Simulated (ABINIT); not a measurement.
The system is CuI (Marshite).

```
I Cu
1.0
     0.00000    3.03150    3.03150
     3.03150    0.00000    3.03150
     3.03150    3.03150    0.00000
I Cu
1 1
Direct
  0.00000 0.00000 0.00000
  0.75000 0.75000 0.75000
```

Program: ABINIT 10.8.3 (patched build). Alike in all runs: potentials or basis JTH PAW PBE v2.0; no spin polarisation; cell as given; cutoff (eV) 707; smearing fermi-dirac 0.05 eV.

Order these runs on this cell by their pressure, lowest first.
A. level revPBE; k mesh 8 × 8 × 8
B. level PW91; k mesh 8 × 8 × 8
C. level BLYP; k mesh 8 × 8 × 8
D. level PBEsol; k mesh 6 × 6 × 6

D (-2.0 GPa), B (0.7 GPa), A (2.2 GPa), C (4.1 GPa).

Caveats: the PAW data sets were made with another functional, which shifts forces and pressure a little.

Runs at the PBE level aren't shown here.
